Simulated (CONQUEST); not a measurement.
CuI under changes of volume

One of the cells (27.401 Å³/atom); the others are scaled copies at fixed shape and fractional positions:

```
I Cu
1.0
     4.09020    0.00000    0.00000
     0.00000    4.09020    0.00000
     0.00000    0.00000    6.55146
I Cu
2 2
Cartesian
  2.0451 0.0000 1.6835
  0.0000 2.0451 4.8680
  0.0000 0.0000 0.0000
  2.0451 2.0451 0.0000
```

Measurements of this composition are mostly on another form, of space group No. 216.

| Quantity | Value |
| --- | --- |
| Program | CONQUEST 1.3 |
| Functional | PBEsol |
| Potentials or basis | PseudoDojo NC PBEsol, DZP, grid of 48 × 48 × 72 points |
| k mesh | 7 × 7 × 4 |
| Occupations | fermi-dirac, width 0.05 eV |
| Spin | no spin polarisation |

| volume (Å³/atom) | energy over the lowest point (meV/atom) | pressure (GPa) | gap on the mesh (eV) | largest force (eV/Å) |
| --- | --- | --- | --- | --- |
| 25.757 | 12.67 | 3.0 | 2.03 | 0.844 |
| 26.305 | ? | ? | ? | ? |
| 26.853 | 0.22 | 0.5 | 1.96 | 0.405 |
| 27.401 | 0.00 | -0.3 | 1.93 | 0.210 |
| 27.949 | 2.40 | -1.1 | 1.90 | 0.034 |
| 28.497 | 7.43 | -1.9 | 1.87 | 0.129 |
| 29.045 | 15.41 | -2.6 | 1.84 | 0.279 |

Q: What does the run at 26.305 Å³/atom give?

A: Energy over the lowest point 4.47 meV/atom; pressure 1.9 GPa; gap on the mesh 1.99 eV; largest force 0.614 eV/Å.

Worked out: A Birch-Murnaghan fit of order 3 (a polynomial in V^(-2/3)) to the other rows has its minimum at 27.22 Å³/atom with B0 = V·E''(V) = 47 GPa and B' = 5.3 at fixed shape and positions, which overstates the stiffness. It gives 4.50 meV/atom at 26.305 Å³/atom, against the run's 4.47, and -dE/dV = 1.8 GPa, against 1.9. A straight line through the other rows of the gap, of slope -1.57 eV per unit of ln V (its deformation potential), gives 1.99 eV, against the run's 1.99.

Energies are extrapolated to zero smearing.

Caveats: spin-orbit coupling is left out, which moves the levels of the heavy elements; an odd mesh through Γ misses points on the zone boundary, where band edges often lie; this functional lacks dispersion, which binds the layers, so the pressure and a relaxed spacing across them are unreliable; the basis of atomic orbitals isn't converged, which shifts pressures, moduli and gaps.
